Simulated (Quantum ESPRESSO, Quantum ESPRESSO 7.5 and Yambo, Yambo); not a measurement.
# A GW chain in Yambo: BeTe (F-43m)

Wanted: ground state, empty states, screening and self-energy for BeTe (F-43m).

Calculated with Quantum ESPRESSO 7.5 and Yambo 5.3.0; PBE and many-body steps on it, plane waves.

**The experiments to reproduce.**

- Gap 2.7 eV: absolute (indirect, Gamma to X) gap; bulk crystal (quoted from earlier experiment) (quoted in “The band structure of BeTe - a combined experimental and theoretical study”, 1997, arxiv:cond-mat/9712266).

- Gap 2.8 eV: absolute (indirect, Gamma to X) gap, second literature value; film (quoted from earlier experiment) (quoted in “The band structure of BeTe - a combined experimental and theoretical study”, 1997, arxiv:cond-mat/9712266).

This is a report of a sequence of runs, with most program output left out.

### 1. The starting structure

The structure is cubic, space group F-43m (No. 216). Conventional cell: a = 5.663 Å, b = 5.663 Å, c = 5.663 Å, α = 90.00°, β = 90.00°, γ = 90.00°. Nearest to Be lie 4 Te at 2.45 Å. Nearest to Te lie 4 Be at 2.45 Å. Farther neighbours and most contacts between anions are not listed.

The cell and positions are those that the Materials Project relaxed with its own functionals (PBE, PBE+U or r2SCAN), kept fixed. Spin-orbit coupling is left out unless a step names it.

### 2. Ground state

This step: Quantum ESPRESSO 7.5; DFT, PBE, plane waves, norm-conserving pseudopotentials.

The ground-state density comes first.

Input file pw.in:

```
&control
  calculation = 'scf'
  prefix = 'x'
  outdir = 'o'
  pseudo_dir = 'pseudo'
/
&system
  ibrav = 0
  nat = 2
  ntyp = 2
  ecutwfc = 88.0
  nbnd = 19
  force_symmorphic = .true.
/
&electrons
  conv_thr = 1e-10
  electron_maxstep = 80
  mixing_beta = 0.5
/
ATOMIC_SPECIES
  Be 9.012 Be.upf
  Te 127.6 Te.upf
CELL_PARAMETERS angstrom
  -0.0000000000 2.8314587876 2.8314587876
  2.8314587876 0.0000000000 2.8314587876
  2.8314587876 2.8314587876 0.0000000000
ATOMIC_POSITIONS crystal
  Be 0.0000000000 0.0000000000 0.0000000000
  Te 0.7500000000 0.7500000000 0.7500000000
K_POINTS automatic
  6 6 6 0 0 0
```

Started as:

```console
> OMP_NUM_THREADS=1 mpirun -n 4 pw.x -nk 4 -in pw.in > pw.out
```

Wall time 5.6 s (4 MPI ranks of Arm Neoverse V2, shared host); peak memory 0.28 GiB; 22 s of CPU time.

Numbers from this step:

* total energy: -8013.1641 eV
* gap: 2.027 eV
* k of the valence top: 0, 0, 0
* k of the conduction bottom: 0, -0.5, -0.5
* least direct gap: 3.645 eV

The gap is indirect, with the least direct gap 1.62 eV higher.

### 3. Bands along the symmetry lines

The cheap functional maps the bands first; the places of the edges decide which points the dearer methods must see.

Input file pw.in:

```
&control
  calculation = 'bands'
  prefix = 'x'
  outdir = 'o'
  pseudo_dir = 'pseudo'
/
&system
  ibrav = 0
  nat = 2
  ntyp = 2
  ecutwfc = 88.0
  nbnd = 20
  force_symmorphic = .true.
/
&electrons
  conv_thr = 1e-9
  electron_maxstep = 80
  diago_full_acc = .true.
  diago_thr_init = 5e-6
/
ATOMIC_SPECIES
  Be 9.012 Be.upf
  Te 127.6 Te.upf
CELL_PARAMETERS angstrom
  -0.0000000000 2.8314587876 2.8314587876
  2.8314587876 0.0000000000 2.8314587876
  2.8314587876 2.8314587876 0.0000000000
ATOMIC_POSITIONS crystal
  Be 0.0000000000 0.0000000000 0.0000000000
  Te 0.7500000000 0.7500000000 0.7500000000
K_POINTS crystal
  50
  0.00000000 0.00000000 0.00000000 1
  -0.06250000 -0.06250000 0.00000000 1
  -0.12500000 -0.12500000 0.00000000 1
  -0.18750000 -0.18750000 0.00000000 1
  -0.25000000 -0.25000000 0.00000000 1
  -0.31250000 -0.31250000 0.00000000 1
  -0.37500000 -0.37500000 0.00000000 1
  -0.43750000 -0.43750000 0.00000000 1
  -0.50000000 -0.50000000 0.00000000 1
  -0.48437500 -0.48437500 0.03125000 1
  -0.46875000 -0.46875000 0.06250000 1
  -0.45312500 -0.45312500 0.09375000 1
  -0.43750000 -0.43750000 0.12500000 1
  -0.42187500 -0.42187500 0.15625000 1
  -0.40625000 -0.40625000 0.18750000 1
  -0.39062500 -0.39062500 0.21875000 1
  -0.37500000 -0.37500000 0.25000000 1
  -0.37500000 0.00000000 0.37500000 1
  -0.32812500 0.00000000 0.32812500 1
  -0.28125000 0.00000000 0.28125000 1
  -0.23437500 0.00000000 0.23437500 1
  -0.18750000 0.00000000 0.18750000 1
  -0.14062500 0.00000000 0.14062500 1
  -0.09375000 0.00000000 0.09375000 1
  -0.04687500 0.00000000 0.04687500 1
  0.00000000 0.00000000 0.00000000 1
  0.00000000 0.00000000 0.06250000 1
  0.00000000 0.00000000 0.12500000 1
  0.00000000 0.00000000 0.18750000 1
  0.00000000 0.00000000 0.25000000 1
  0.00000000 0.00000000 0.31250000 1
  0.00000000 0.00000000 0.37500000 1
  0.00000000 0.00000000 0.43750000 1
  -0.00000000 -0.00000000 0.50000000 1
  -0.06250000 -0.03125000 0.46875000 1
  -0.12500000 -0.06250000 0.43750000 1
  -0.18750000 -0.09375000 0.40625000 1
  -0.25000000 -0.12500000 0.37500000 1
  -0.31250000 -0.15625000 0.34375000 1
  -0.37500000 -0.18750000 0.31250000 1
  -0.43750000 -0.21875000 0.28125000 1
  -0.50000000 -0.25000000 0.25000000 1
  -0.50000000 -0.28125000 0.21875000 1
  -0.50000000 -0.31250000 0.18750000 1
  -0.50000000 -0.34375000 0.15625000 1
  -0.50000000 -0.37500000 0.12500000 1
  -0.50000000 -0.40625000 0.09375000 1
  -0.50000000 -0.43750000 0.06250000 1
  -0.50000000 -0.46875000 0.03125000 1
  -0.50000000 -0.50000000 0.00000000 1
```

The job ended after 4.7 s (4 MPI ranks; peak memory 0.24 GiB).

Numbers from this step:

```yaml
gap: 2.027 eV
k_of_the_valence_top: 0, 0, 0
k_of_the_conduction_bottom: -0.5, -0.5, 0
least_direct_gap: 3.645 eV
```

The gap is 2.027 eV, as in the run before at this level.

The electronic bands at the labelled points (eV, zero at the top of the highest filled band):

```
    point  band 11  band 12  band 13  band 14  band 15  band 16  band 17  band 18
        Γ   -12.19     0.00     0.00     0.00     3.64     3.64     3.64     3.71
  halfway   -11.47    -2.86    -1.63    -1.63     2.65     4.41     6.43     6.43
        X   -10.42    -5.02    -2.58    -2.58     2.03     2.71     9.65     9.65
  halfway   -10.41    -4.92    -3.06    -2.47     2.35     3.37     9.06     9.11
        U   -10.44    -4.67    -3.78    -2.17     2.75     5.28     7.86     8.13
jump to K   -10.44    -4.67    -3.78    -2.17     2.75     5.28     7.86     8.13
  halfway   -11.41    -3.47    -2.20    -0.65     4.05     4.68     5.21     6.25
        Γ   -12.19     0.00     0.00     0.00     3.64     3.64     3.64     3.71
  halfway   -11.65    -3.26    -0.65    -0.65     3.29     4.51     4.51     6.96
        L   -10.89    -5.43    -1.10    -1.10     3.05     4.62     4.62     7.84
  halfway   -10.66    -5.01    -2.83    -1.85     4.21     4.41     6.65     7.73
        W   -10.39    -4.50    -3.60    -3.12     5.30     5.54     5.60     6.15
  halfway   -10.40    -4.82    -3.05    -2.87     3.05     3.67     8.22     8.40
        X   -10.42    -5.02    -2.58    -2.58     2.03     2.71     9.65     9.65
```

### 4. Empty states on the mesh, 4×4×4 mesh, 117 bands

The sums over transitions need many empty states on a uniform mesh; this step solves for them.

Input file pw.in:

```
&control
  calculation = 'nscf'
  prefix = 'x'
  outdir = 'o'
  pseudo_dir = 'pseudo'
/
&system
  ibrav = 0
  nat = 2
  ntyp = 2
  ecutwfc = 88.0
  nbnd = 117
  force_symmorphic = .true.
/
&electrons
  conv_thr = 1e-9
  electron_maxstep = 80
  diago_full_acc = .true.
  diago_thr_init = 5e-6
/
ATOMIC_SPECIES
  Be 9.012 Be.upf
  Te 127.6 Te.upf
CELL_PARAMETERS angstrom
  -0.0000000000 2.8314587876 2.8314587876
  2.8314587876 0.0000000000 2.8314587876
  2.8314587876 2.8314587876 0.0000000000
ATOMIC_POSITIONS crystal
  Be 0.0000000000 0.0000000000 0.0000000000
  Te 0.7500000000 0.7500000000 0.7500000000
K_POINTS automatic
  4 4 4 0 0 0
```

Wall time 8.1 s (4 MPI ranks); peak memory 0.37 GiB; 32 s of CPU time.

This step gave:

* gap: 2.027 eV
* k of the valence top: 0, 0, 0
* k of the conduction bottom: 0, -0.5, -0.5
* least direct gap: 3.645 eV
* k points computed: 8
* lowest point of the top converged band, above the valence top: 86.6703 eV

On this mesh the gap is 2.027 eV.

### 5. Conversion and set-up

This step: Yambo 5.3.0; conversion and set-up on PBE, plane waves, norm-conserving pseudopotentials.

The states are converted to the many-body program's format and the q mesh is built.

Started as:

```console
> (cd o/x.save; p2y > p2y.log; mv SAVE ../..); yambo > setup.log
```

The job ended after 2.3 s (1 MPI rank; peak memory 0.25 GiB).

### 6. Screening and self-energy, 4×4×4 mesh, 117 bands, screening to 197.3 eV

G0W0 replaces the xc potential by the self-energy, built once from these orbitals. Only a window of levels is corrected, while the sums run over the empty bands that the input names.

This step: G0W0 on PBE, plane waves, norm-conserving pseudopotentials.

Input file gw1.in:

```
HF_and_locXC
gw0
dyson
ppa
em1d
rim_cut
RandQpts= 1000000
RandGvec= 1 RL
EXXRLvcs= 88 Ry
VXCRLvcs= 352 Ry
Chimod= "HARTREE"
% BndsRnXp
 1 | 117 |
%
NGsBlkXp= 14.5 Ry
% LongDrXp
 1 | 1 | 1 |
%
% GbndRnge
 1 | 117 |
%
DysSolver= "n"
ExtendOut
PPAPntXp= 27.21138 eV
% QPkrange
 1 | 1 | 13 | 16 |
 7 | 7 | 13 | 16 |
%
```

Started as:

```console
> OMP_NUM_THREADS=1 mpirun -n 4 yambo -F gw1.in -J gw1 -C gw1 > gw1.log
```

It took 1.8 min on 4 MPI ranks; peak memory 1.6 GiB; 7.3 min of CPU time.

Numbers from this step:

- G0W0 gap on the points computed: 2.806 eV
- starting gap on the mesh: 2.027 eV
- k of the valence top: 0, 0, 0
- k of the conduction bottom: 0, -0.5, -0.5
- least direct G0W0 gap on the computed points: 4.682 eV
- Z at the valence top: 0.8054
- Z at the conduction bottom: 0.8174

The gap on the mesh goes from 2.03 eV to 2.81 eV, a correction of +0.78 eV.

Limits: finite bands, cutoff and mesh; no spin-orbit coupling; coarse k mesh. v1 is the top filled band, c1 the lowest empty one. Levels before and after the correction, in eV, zero at the valence-band top of each column:

```
           conduction bottom  valence top
Kohn-Sham               2.03         0.00
     G0W0               2.81         0.00
```

```
                         level  energy (eV)
Kohn-Sham              Γ v2-v1        0.000
Kohn-Sham              Γ c1-c2        3.645
Kohn-Sham  (0 -0.5 -0.5) v2-v1       -2.578
Kohn-Sham     (0 -0.5 -0.5) c1        2.027
Kohn-Sham     (0 -0.5 -0.5) c2        2.711
     G0W0              Γ v2-v1        0.000
     G0W0              Γ c1-c2        4.682
     G0W0  (0 -0.5 -0.5) v2-v1       -2.767
     G0W0     (0 -0.5 -0.5) c1        2.806
     G0W0     (0 -0.5 -0.5) c2        3.577
```

### 7. Where the time went

Times are wall times on the hardware named with each run, good to a factor of about two.

```
                          step     time  share  memory (GiB)
                  ground state    5.6 s    4 %          0.28
bands along the symmetry lines    4.7 s    4 %          0.24
      empty states on the mesh    8.1 s    6 %          0.37
         conversion and set-up    2.3 s    2 %          0.25
     screening and self-energy  1.8 min   84 %           1.6
```

### 8. Results

- PBE gap: 2.03 eV, indirect
- G0W0 gap on the mesh: 2.81 eV
- GW settings: 4×4×4 mesh, 117 bands, screening to 197.3 eV, Godby-Needs plasmon pole
- known limits: not at the basis limit; no spin-orbit coupling; coarse k mesh

G0W0 moves the gap on the mesh from 2.03 eV to 2.81 eV (+0.78 eV), with Z of 0.81 and 0.82 at the edges. Only 2 of the mesh's irreducible points were corrected, so a valley elsewhere could overtake. The dearest step here is «screening and self-energy». Against experiment, by G0W0@PBE: the gap of 2.81 eV lies +0.11 eV from the measured 2.7 eV (indirect, quoted 1997); the gap of 2.81 eV lies +0.01 eV from the measured 2.8 eV (indirect, quoted 1997). The calculation has static nuclei and no excitons; a measured gap holds zero-point and thermal motion, which mostly lowers it. With atoms this heavy the missing spin-orbit coupling can matter too. Bands and cutoff are finite, so the gap is not at the basis limit. The miss can reach some tenths of an eV and take either sign; the mesh is an error of its own. In the G0W0 run levels were corrected at 2 k points alone, so a gap called «on the mesh» is the least over those, and an edge elsewhere would be missed. The 4×4×4 mesh is coarse for this cell, which bears on the long-range parts of exchange and screening.

[Paths, hosts, dates, memory and timing lines, banners, echoed tables and standing remarks are left out of the program output.]

[Logs are printed without paths, hosts, clocks, repeated set-up lines and the standing remarks that a program may print on its own settings, such as how far it seeks lower states.]

[Runs of the session that timed out or met a known fault of the program may be left out.]

[Hosts, paths, dates, database ids (printed as entryN), source tags and the programs' standing remarks are cut or masked in the printed files.]
